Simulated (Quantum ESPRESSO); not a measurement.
FeO:

```
Fe O
1.0
     0.00000    2.15540    2.15540
     2.15540    0.00000    2.15540
     2.15540    2.15540    0.00000
Fe O
1 1
Direct
  0.00000 0.00000 0.00000
  0.50000 0.50000 0.50000
```

```yaml
Program: Quantum ESPRESSO 7.5
Task: phonons
Functional: PBE
Potentials_or_basis: GBRV 1.5 PBE
Cutoff: 762 eV
Density_cutoff: 6095 eV
k_mesh: 4 × 4 × 4, shifted
Occupations: fermi-dirac, width 0.05 eV
Spin: collinear spin, ferromagnetic start
Starting_moments: "[3.0, 0.0] μB"
Mixing_beta: 0.3
Most_SCF_iterations: 120
SCF_threshold: 4e-10 Ry
```

The cell and the atoms were relaxed first, to 10.01 Å³/atom (a = 3.047 Å, b = 3.047 Å, c = 3.047 Å, α = 60.00°, β = 60.00°, γ = 60.00°), and the response was taken there.

Question: Where do the zone-centre optical modes lie?

Answer: T1u at 246 cm⁻¹ (IR).

Optical modes at Γ, degenerate ones joined:
| cm⁻¹ | components | symmetry | active in |
| --- | --- | --- | --- |
| 246 | 3 | T1u | IR |

Caveat: the k mesh is coarse (spacing up to 0.63 Å⁻¹), so the values aren't converged; the mesh is thin for the phonons of a metal; a cell with one magnetic atom can't hold antiferromagnetic order, which such compounds often take.
